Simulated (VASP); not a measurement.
Wanted: the native input for a VASP 6.6.1 run.

```yaml
Task: single point
Functional: PBE
Potentials_or_basis: VASP PAW PBE potentials, release 64 (Ti_sv, Se)
Cutoff: 520 eV
k_mesh: 15 × 15 × 8
Occupations: gaussian, width 0.1 eV
Spin: no spin polarisation
Dipole_correction: no
Further_INCAR_settings: ALGO = Fast; EDIFF = 1e-06; NBANDS = 19
```

The structure of TiSe2 lies in POSCAR:

```
TiSe2
1.0
    3.5393608186      0.0000000029      0.0000000000
   -1.7696804118      3.0651763806      0.0000000000
    0.0000000000      0.0000000000      6.7083742862
Ti Se
1 2
Direct
    0.0000000000      0.0000000000      0.0000000000
    0.3333333333      0.6666666667      0.2309279667
    0.6666666667      0.3333333333      0.7690720333
```

The cell is a database's computed one.

The input as run:

INCAR

```
SYSTEM = TiSe2
  PREC = Accurate
  ENCUT = 520
  EDIFF = 1E-6
  ISMEAR = 0
  SIGMA = 0.1
  LREAL = .False.
  LASPH = .True.
  NELM = 100
  ALGO = Fast
  ISIF = 2
  LWAVE = .False.
  LCHARG = .True.
  GGA = PE
  LELF = .True.
  LVHAR = .True.
  NBANDS = 19
```

KPOINTS

```
regular mesh
0
Gamma
  15 15 8
  0 0 0
```

Potentials or basis: VASP PAW PBE potentials, release 64 (Ti_sv, Se).

Launch:

```sh
$ cat potpaw_PBE.64/Ti_sv/POTCAR potpaw_PBE.64/Se/POTCAR > POTCAR
$ mpirun -np 1 vasp_std > vasp.out
```

It gave:

```
Pressure               : 0.1 GPa
Largest force          : 0.017 eV/Å
Band gap on the k mesh : none (metal or under the smearing width)
```

Caveat: this functional lacks dispersion, which binds the layers, so the pressure and a relaxed spacing across them are unreliable.

Run time: 6.1 min on 1 thread of AMD EPYC 7R13 Processor (Zen 3) (shared host), peak memory 0.35 GiB.
